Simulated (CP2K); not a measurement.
Crystal: KTaO3.

```
Ta K O
1.0
     3.98830    0.00000    0.00000
     0.00000    3.98830    0.00000
     0.00000    0.00000    3.98830
Ta K O
1 1 3
Direct
  0.00000 0.00000 0.00000
  0.50000 0.50000 0.50000
  0.00000 0.00000 0.50000
  0.00000 0.50000 0.00000
  0.50000 0.00000 0.00000
```

Base run:

```yaml
Program: CP2K 2026.2
Functional: PBE
Potentials_or_basis: GTH_POTENTIALS Ta GTH-PBE-q13, K GTH-PBE-q9, O GTH-PBE-q6; DZVP-MOLOPT-SR-GTH basis
Density_cutoff: 8163 eV
k_mesh: 5 × 5 × 5
Occupations: fermi-dirac, width 0.05 eV
Spin: no spin polarisation
Hubbard_terms: Ta d U = 6.0 eV
```

Its results: band gap on the k mesh 2.94 eV, indirect (least direct gap 3.69 eV).

The run is repeated on the same cell with these changes: hubbard terms from Ta d U = 6.0 eV to Ta d U = 8.0 eV. What comes out?

Band gap on the k mesh 3.12 eV, indirect (least direct gap 3.90 eV).

Caveats: this program's U acts on Mulliken populations of all basis functions of the shell, so it isn't the U of plane-wave codes; energies scatter by some meV and the pressure isn't listed; spin-orbit coupling is left out, which moves the levels of the heavy elements; an odd mesh through Γ misses points on the zone boundary, where band edges often lie; the basis of atomic orbitals isn't converged, which shifts pressures, moduli and gaps.
